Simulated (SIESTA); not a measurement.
## TePb under changes of volume

One of the cells (33.730 Å³/atom); the others are scaled copies at fixed shape and fractional positions:

```
Pb Te
1.0
     0.00000    3.23100    3.23100
     3.23100    0.00000    3.23100
     3.23100    3.23100    0.00000
Pb Te
1 1
Direct
  0.00000 0.00000 0.00000
  0.50000 0.50000 0.50000
```

```yaml
Program: SIESTA 5.4.2
Functional: vdW-DF-cx
Potentials_or_basis: PseudoDojo 0.4 standard (PBE files)
Basis: DZP (energy shift 0.003 Ry; two zetas on semicore shells)
Grid_cutoff: 500 Ry
Energy_shift: 0.003 Ry
k_mesh: 7 × 7 × 7
Occupations: fermi-dirac, width 0.05 eV
Spin: no spin polarisation
```

```csv
volume (Å³/atom),energy over the lowest point (meV/atom),pressure (GPa)
31.706,?,?
32.380,14.64,2.8
33.055,5.21,1.7
33.730,0.98,0.7
34.404,0.00,-0.2
35.079,2.50,-1.0
35.753,8.29,-1.7
```

Q: What does the run at 31.706 Å³/atom give?

A: Energy over the lowest point 29.17 meV/atom; pressure 4.1 GPa.

Worked out: A Birch-Murnaghan fit of order 3 (a polynomial in V^(-2/3)) to the other rows has its minimum at 34.21 Å³/atom with B0 = V·E''(V) = 43 GPa and B' = 5.9. It gives 28.83 meV/atom at 31.706 Å³/atom, against the run's 29.17, and -dE/dV = 4.1 GPa, against 4.1.

Energies are extrapolated to zero smearing.

Caveats: the potentials were made for another functional, which shifts forces and pressure; the basis of atomic orbitals isn't converged, which shifts pressures, moduli and gaps.
